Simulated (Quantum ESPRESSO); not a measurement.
A calculation with Quantum ESPRESSO 7.5 of Bi (native input, structure typed inline):

pw.in

```
&CONTROL
  calculation = 'scf'
  prefix = 'pwscf'
  outdir = './tmp'
  pseudo_dir = './pseudo'
  tprnfor = .true.
  tstress = .true.
  disk_io = 'low'
/
&SYSTEM
  ibrav = 0
  celldm(1) = 8
  nat = 2
  ntyp = 1
  ecutwfc = 66
  nbnd = 22
  occupations = 'smearing'
  smearing = 'fd'
  degauss = 0.00367493
/
&ELECTRONS
  conv_thr = 4d-10
  electron_maxstep = 120
  mixing_beta = 0.5
/
ATOMIC_SPECIES
Bi   208.9804 Bi.upf
CELL_PARAMETERS alat
  0.8240618473647  -0.7399643105035   0.0000000000000
  0.8240618473647   0.7399643105035   0.0000000000000
 -0.2976873753335   0.0000000000000   0.7354695969161
ATOMIC_POSITIONS crystal
Bi     0.7530610000    0.7530610000    0.8573820000
Bi     0.2469390000    0.2469390000    0.1426180000
K_POINTS automatic
6 6 9 0 0 0
```

Contents of pp_density.in:

```
&INPUTPP
  prefix = 'pwscf'
  outdir = './tmp'
  filplot = 'density.dat'
  plot_num = 0
/
&PLOT
  nfile = 1
  filepp(1) = 'density.dat'
  iflag = 3
  output_format = 6
  fileout = 'density.cube'
/
```

File pp_potential.in:

```
&INPUTPP
  prefix = 'pwscf'
  outdir = './tmp'
  filplot = 'potential.dat'
  plot_num = 11
/
&PLOT
  nfile = 1
  filepp(1) = 'potential.dat'
  iflag = 3
  output_format = 6
  fileout = 'potential.cube'
/
```

Contents of pp_elf.in:

```
&INPUTPP
  prefix = 'pwscf'
  outdir = './tmp'
  filplot = 'elf.dat'
  plot_num = 8
/
&PLOT
  nfile = 1
  filepp(1) = 'elf.dat'
  iflag = 3
  output_format = 6
  fileout = 'elf.cube'
/
```

Potentials or basis: PseudoDojo 0.4.1 SR PBEsol standard.

Command:

```bash
$ OMP_NUM_THREADS=1 mpirun -n 2 pw.x -nk 2 -in pw.in > pw.out
$ OMP_NUM_THREADS=1 mpirun -n 1 pp.x -in pp_density.in > pp_density.out
$ OMP_NUM_THREADS=1 mpirun -n 1 pp.x -in pp_potential.in > pp_potential.out
$ OMP_NUM_THREADS=1 mpirun -n 1 pp.x -in pp_elf.in > pp_elf.out
```

This isn't the form of Bi at room conditions, which is rhombohedral.

Task: Write the same calculation in another form: ASE script, structure from a POSCAR.

Result: As run:

run.py

```python
import numpy as np
from ase.calculators.espresso import Espresso, EspressoProfile
from ase.io import read

atoms = read('POSCAR')

input_data = {
    'control': {'calculation': 'scf', 'prefix': 'pwscf', 'outdir': './tmp', 'tprnfor': True, 'tstress': True, 'disk_io': 'nowf'},
    'system': {'ecutwfc': 66.0, 'nbnd': 22, 'occupations': 'smearing', 'smearing': 'fd', 'degauss': 0.00367493},
    'electrons': {'conv_thr': 4e-10, 'electron_maxstep': 120, 'mixing_beta': 0.5},
}
pseudopotentials = {'Bi': 'Bi.upf'}
profile = EspressoProfile(command='mpirun -n 2 pw.x -nk 2', pseudo_dir='pseudo')
dft = Espresso(profile=profile, input_data=input_data, pseudopotentials=pseudopotentials, kpts=(6, 6, 9), koffset=(0, 0, 0))
atoms.calc = dft

print(f'energy {atoms.get_potential_energy():.8f} eV')
print('forces (eV/A)')
print(np.round(atoms.get_forces(), 6))
print('stress (eV/A^3, Voigt)')
print(np.round(atoms.get_stress(), 8))
print(f'Fermi level {dft.get_fermi_level():.4f} eV')
```

The input POSCAR:

```
Bi
1.0
    3.4885980000     -3.1325780000      0.0000000000
    3.4885980000      3.1325780000      0.0000000000
   -1.2602350000      0.0000000000      3.1135500000
Bi
2
Direct
    0.7530610000      0.7530610000      0.8573820000
    0.2469390000      0.2469390000      0.1426180000
```

Potentials or basis: PseudoDojo 0.4.1 SR PBEsol standard.

Launch:

```bash
$ OMP_NUM_THREADS=1 python run.py
```

Both were run:

|  | native input, structure typed inline | ASE script, structure from a POSCAR |
| --- | --- | --- |
| Pressure | -2.5 GPa | -2.5 GPa |
| Largest force | 0.052 eV/Å | 0.052 eV/Å |
| Band gap on the k mesh | none (metal or under the smearing width) | none (metal or under the smearing width) |

Keys that steer only the numerical path or the files written may differ.

Caveat: spin-orbit coupling is left out, which moves the levels of the heavy elements.
